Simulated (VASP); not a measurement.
A calculation with VASP 6.6.1 of WC (Qusongite) (ASE script, structure from a P1 CIF):

Contents of run.py:

```python
from ase.calculators.vasp import Vasp
from ase.dft.bandgap import bandgap
from ase.io import read

atoms = read('WC.cif')
calc = Vasp(
    directory='calc',
    xc='pbesol',
    pp='PBE',
    setups='minimal',
    prec='Accurate',
    encut=500,
    ediff=1e-06,
    ismear=0,
    sigma=0.1,
    lreal=False,
    lasph=True,
    nelm=100,
    algo='Normal',
    isif=2,
    lwave=False,
    lcharg=False,
    kpts=[10, 10, 9],
    gamma=True,
)
atoms.calc = calc

print('energy (eV):', atoms.get_potential_energy())
print('free energy (eV):', atoms.get_potential_energy(force_consistent=True))
print('forces (eV/A):')
print(atoms.get_forces())
print('stress (eV/A^3, Voigt):', atoms.get_stress())
print('Fermi level (eV):', calc.get_fermi_level())
gap, top, bottom = bandgap(calc)
print('band gap (eV):', gap, 'from (spin, k, band)', top, 'to', bottom)
```

Contents of WC.cif:

```cif
data_WC
_cell_length_a 2.90650000
_cell_length_b 2.90650000
_cell_length_c 2.83660000
_cell_angle_alpha 90.00000000
_cell_angle_beta 90.00000000
_cell_angle_gamma 120.00000000
_space_group_name_H-M_alt 'P1'
_space_group_name_Hall 'P 1'
_space_group_IT_number 1
loop_
_space_group_symop_operation_xyz
'x,y,z'
loop_
_atom_site_label
_atom_site_type_symbol
_atom_site_symmetry_multiplicity
_atom_site_Wyckoff_symbol
_atom_site_fract_x
_atom_site_fract_y
_atom_site_fract_z
_atom_site_occupancy
W1 W 1 a 0.0000000000 0.0000000000 0.0000000000 1
C1 C 1 a 0.6666666667 0.3333333333 0.5000000000 1
```

Potentials or basis: VASP PAW PBE potentials, release 64 (W, C).

Run with:

```sh
$ python run.py
```

Problem. Write the same calculation in another form: native input, structure from a POSCAR.

Solution. As run:

File INCAR:

```
  ALGO = Fast
  EDIFF = 1E-7
  ENCUT = 500
  GGA = PS
  ISIF = 2
  ISMEAR = 0
  LASPH = True
  LCHARG = True
  LELF = True
  LREAL = False
  LVHAR = True
  LWAVE = False
  NBANDS = 12
  NELM = 80
  PREC = Accurate
  SIGMA = 0.1
```

KPOINTS

```
k-points
0
Gamma
  10 10 9
```

The input POSCAR:

```
WC
2.9065
    1.000000000000      0.000000000000      0.000000000000
   -0.500000000000      0.866025403785      0.000000000000
    0.000000000000      0.000000000000      0.975950455875
W C
1 1
Direct
    0.0000000000      0.0000000000      0.0000000000
    0.6666666667      0.3333333333      0.5000000000
```

Potentials or basis: VASP PAW PBE potentials, release 64 (W, C).

Launch:

```console
$ cat potpaw_PBE.64/W/POTCAR potpaw_PBE.64/C/POTCAR > POTCAR
$ mpirun -np 1 vasp_std > vasp.out
```

Both were run:

|  | ASE script, structure from a P1 CIF | native input, structure from a POSCAR |
| --- | --- | --- |
| Pressure | -4.0 GPa | -4.0 GPa |
| Band gap on the k mesh | none (metal or under the smearing width) | none (metal or under the smearing width) |

Keys that steer only the numerical path or the files written may differ.

Caveat: the PAW data sets were made with another functional, which shifts forces and pressure a little.
